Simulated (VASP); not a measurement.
Write the native input for VASP 6.6.1 that does the following.

| Item | Value |
| --- | --- |
| Task | band structure |
| Functional | r2SCAN |
| Potentials or basis | VASP PAW PBE potentials, release 64 (Se) |
| Cutoff | 520 eV |
| k mesh | 9 × 9 × 6 |
| Occupations | gaussian, width 0.03 eV |
| Spin | no spin polarisation |
| Further INCAR settings | ALGO = Normal; EDIFF = 1e-07; NBANDS = 16 |

The structure of Se lies in POSCAR:

```
Se                                      
1.0
    4.0646724176      0.0000000000      0.0000000000
   -2.0323362088      3.5201095717      0.0000000000
    0.0000000000      0.0000000000      5.1336898583
  Se            
     3
Direct
     0.2477491666456899    0.0000000000000000    0.3333333332999970
     0.0000000000000000    0.2477491666456899    0.6666666667000030
     0.7522508333543101    0.7522508333543101    0.0000000000000000
```

One way to write it, as run:

INCAR

```
PREC = Accurate ; ENCUT = 520
EDIFF = 1E-7 ; ISMEAR = 0
SIGMA = 0.03 ; LREAL = False
LASPH = True ; NELM = 80
ALGO = Normal ; ISIF = 2
LWAVE = False ; LCHARG = False
METAGGA = R2SCAN ; LMIXTAU = True
NBANDS = 16 ; KPAR = 2
```

KPOINTS

```
Automatic mesh
0
Gamma
  9 9 6
```

KPOINTS_OPT

```
explicit points
168
Reciprocal
 0.0000000000  0.0000000000  0.0000000000 1
 0.0555555556  0.0000000000  0.0000000000 1
 0.1111111111  0.0000000000  0.0000000000 1
 0.1666666667  0.0000000000  0.0000000000 1
 0.2222222222  0.0000000000  0.0000000000 1
 0.2777777778  0.0000000000  0.0000000000 1
[... 160 lines left out ...]
 0.5000000000  0.0000000000  0.0275936500 1
 0.5000000000  0.0000000000 -0.0275936500 1
```

Potentials or basis: VASP PAW PBE potentials, release 64 (Se).

The run is started by

```sh
$ cat potpaw_PBE.64/Se/POTCAR > POTCAR
$ mpirun -np 2 vasp_std > vasp.out
```

It gave:

```json
{"Pressure": "1.1 GPa", "Largest force": "0.379 eV/Å", "Band gap on the k mesh": "0.74 eV, direct", "Band gap along the path": "0.67 eV, indirect (least direct gap 0.72 eV)"}
```

Caveat: the PAW data sets were made with another functional, which shifts forces and pressure a little.

Wall time 3.8 min on 2 MPI ranks on Intel(R) Xeon(R) Platinum 8488C (Sapphire Rapids), with other jobs on the host, peak memory 0.23 GiB a rank.
